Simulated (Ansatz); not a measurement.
Crystal: Ba.

```xyz
1
Lattice="3.9177 0.0000 0.0000 0.0000 3.9177 0.0000 0.0000 0.0000 3.9177" Properties=species:S:1:pos:R:3 pbc="T T T"
Ba    0.0000    0.0000    0.0000
```

This isn't the form of Ba at room conditions, which is bcc.

Base run:

* Program: Ansatz 0.2.0
* Functional: LDA
* Potentials or basis: all-electron LAPW, scalar-relativistic
* Cutoff: 95 eV
* Density cutoff: 380 eV
* Basis error allowed: 0.001 eV/atom
* k mesh: 7 × 7 × 7
* Occupations: gaussian, width 0.02 eV
* Spin: no spin polarisation

Its results: band gap on the k mesh 0.06 eV, indirect (least direct gap 0.21 eV); pressure -1.1 GPa.

Question: The run is repeated on the same cell with these changes: functional from LDA to PBEsol. What comes out?

Answer: Band gap on the k mesh 0.12 eV, indirect (least direct gap 0.22 eV); pressure -0.5 GPa.

PBEsol binds less tightly than LDA, so the same cell stands under more pressure.

Caveats: spin-orbit coupling is left out, which moves the levels of the heavy elements; an odd mesh through Γ misses points on the zone boundary, where band edges often lie.

Not every run made on this cell is shown here.
